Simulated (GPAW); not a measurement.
Here is a GPAW 26.7.0 calculation.

The input run.py:

```python
from ase import Atoms
from ase.dft.bandgap import bandgap
from ase.io import write
from ase.units import GPa
from gpaw import GPAW, PW

atoms = Atoms(['Cs', 'I', 'I', 'I', 'Sn'],
              cell=[[6.2057, -0.0310285, 0.0],
                    [-0.0310285, 6.2057, 0.0],
                    [0.0, 0.0, 6.2057]],
              scaled_positions=[[0.0, 0.0, 0.0],
                                [0.5, 0.5, 0.0],
                                [0.5, 0.0, 0.5],
                                [0.0, 0.5, 0.5],
                                [0.5, 0.5, 0.5]],
              pbc=True)

calc = GPAW(mode=PW(600),
            xc='PBE',
            kpts={'size': (4, 4, 4), 'gamma': True},
            occupations={'name': 'fermi-dirac', 'width': 0.05},
            nbands=37,
            convergence={'density': 1e-05, 'energy': 1e-05},
            maxiter=150,
            txt='gpaw.txt')
atoms.calc = calc
energy = atoms.get_potential_energy()
forces = atoms.get_forces()
stress = atoms.get_stress()
calc.write('gs.gpw')
write('result.traj', atoms)
print(f'Energy: {energy:.6f} eV')
print('Forces (eV/A):')
print(forces.round(4))
print('Stress (GPa):', (stress / GPa).round(3))
print('Fermi level:', round(calc.get_fermi_level(), 4), 'eV')
print(f'Gap: {bandgap(calc)[0]:.4f} eV, direct: {bandgap(calc, direct=True)[0]:.4f} eV')
```

Potentials or basis: GPAW PAW data sets (gpaw-data 1.2.1), pw.

Command:

```console
$ OMP_NUM_THREADS=1 python run.py
```

Task: Estimate the pressure.

Result: 0.8 GPa.

Task: What does it give for the band gap on the k mesh?

Result: 0.27 eV, direct.

Caveat: the density grid can change from cell to cell, which puts small steps into energies and stress; spin-orbit coupling is left out, which moves the levels of the heavy elements; the cell was measured hot, at 500 K. A k mesh can miss the band edges.
